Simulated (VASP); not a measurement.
Input of a VASP 6.6.1 run:

INCAR

```
SYSTEM = MgO
  PREC = Accurate
  ENCUT = 520
  EDIFF = 1E-7
  ISMEAR = 0
  SIGMA = 0.05
  LREAL = .FALSE.
  LASPH = .TRUE.
  NELM = 100
  ALGO = Fast
  ISIF = 2
  LWAVE = .FALSE.
  LCHARG = .TRUE.
  GGA = PE
  LELF = .TRUE.
  LVHAR = .TRUE.
  NBANDS = 16
```

KPOINTS

```
regular mesh
0
G
  6 6 6
  0 0 0
```

File POSCAR:

```
MgO
1.0
    3.4863778627      0.0000000000      0.0000000000
   -1.7431889314      3.0192917963      0.0000000000
    0.0000000000      0.0000000000      4.1780412200
Mg O
2 2
Direct
    0.6666666667      0.3333333333      0.7500000000
    0.3333333333      0.6666666667      0.2500000000
    0.5375928778      0.3333333333      0.1422940258
    0.3333333333      0.6666666667      0.7500000000
```

Potentials or basis: VASP PAW PBE potentials, release 64 (Mg, O).

The run is started by

```console
$ cat potpaw_PBE.64/Mg/POTCAR potpaw_PBE.64/O/POTCAR > POTCAR
$ mpirun -np 1 vasp_std > vasp.out
```

Question: What does it give for the pressure?

Answer: 23.7 GPa.

Question: What does it give for the band gap on the k mesh?

Answer: 2.65 eV, indirect (least direct gap 2.74 eV).

Question: Estimate the largest force.

Answer: 8.649 eV/Å.

Forces in eV/Å, atoms in the order of the input:
```
Mg   0.569 -0.036 -3.808
Mg  -3.921  2.859  0.221
O    4.458 -3.281  6.646
O   -1.106  0.458 -3.059
```

Caveat: so large a pressure means that the cell lies far from this level's equilibrium, or that cutoff or potentials fall short; forces of over 1 eV/Å show positions far from the minimum, so gaps and moduli don't describe the material at rest. A k mesh can miss the band edges.
